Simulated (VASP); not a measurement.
## GaP: band structure with PBEsol

**The experiment to reproduce.**

“Stacking defects in GaP nanowires: Electronic structure and optical properties”, 2018, arxiv:1810.01194 quotes, for a bulk crystal of GaP at 10 K: band gap 2.34 eV (indirect).

Crystal: GaP.

```
Ga P
1.0
     0.00000    2.72525    2.72525
     2.72525    0.00000    2.72525
     2.72525    2.72525    0.00000
Ga P
1 1
Direct
  0.00000 0.00000 0.00000
  0.75000 0.75000 0.75000
```

```
Program                : VASP 6.6.1
Task                   : band structure
Functional             : PBEsol
Potentials or basis    : VASP PAW PBE potentials, release 64 (Ga_d, P)
Cutoff                 : 520 eV
k mesh                 : 6 × 6 × 6
Occupations            : fermi-dirac, width 0.05 eV
Spin                   : no spin polarisation
Further INCAR settings : ALGO = Normal; EDIFF = 1e-06
```

```
Pressure                : -0.6 GPa
Band gap on the k mesh  : 1.51 eV, indirect (least direct gap 1.75 eV)
Band gap along the path : 1.47 eV, indirect (least direct gap 1.75 eV)
```

Levels at the corners of the path, in eV from the valence-band top:
```
point  band 7  band 8  band 9  band 10  band 11  band 12
    Γ    0.00    0.00    0.00     1.75     3.82     3.82
    X   -6.81   -2.72   -2.72     1.51     1.71    10.55
    X   -6.81   -2.72   -2.72     1.51     1.71    10.55
    W   -6.60   -3.63   -3.48     4.60     4.83     6.02
    W   -6.60   -3.63   -3.48     4.60     4.83     6.02
    K   -6.60   -4.00   -2.28     2.07     4.72     8.19
    K   -6.60   -4.00   -2.28     2.07     4.72     8.19
    Γ    0.00    0.00    0.00     1.75     3.82     3.82
    Γ    0.00    0.00    0.00     1.75     3.82     3.82
    L   -6.70   -1.13   -1.13     1.58     4.65     4.65
    L   -6.70   -1.13   -1.13     1.58     4.65     4.65
    U   -6.60   -4.00   -2.28     2.07     4.72     8.19
    U   -6.60   -4.00   -2.28     2.07     4.72     8.19
    W   -6.60   -3.63   -3.48     4.60     4.83     6.02
    W   -6.60   -3.63   -3.48     4.60     4.83     6.02
    L   -6.70   -1.13   -1.13     1.58     4.65     4.65
    L   -6.70   -1.13   -1.13     1.58     4.65     4.65
    K   -6.60   -4.00   -2.28     2.07     4.72     8.19
    U   -6.60   -4.00   -2.28     2.07     4.72     8.19
    X   -6.81   -2.72   -2.72     1.51     1.71    10.55
```

Run time: 48 s on 1 thread of Intel(R) Xeon(R) Platinum 8375C CPU @ 2.90GHz (Ice Lake), on a shared host, peak memory 0.17 GiB.

Against the measured gap of GaP, 2.34 eV (indirect; 10 K; quoted in “Stacking defects in GaP nanowires: Electronic structure and optical properties”, 2018, arxiv:1810.01194), the calculated 1.47 eV is off by -0.87 eV. Spin-orbit coupling on Ga is left out. The value is that of PBEsol, without temperature or zero-point motion. Semilocal functionals fall short of measured gaps as a rule.

Caveat: the PAW data sets were made with another functional, which shifts forces and pressure a little.
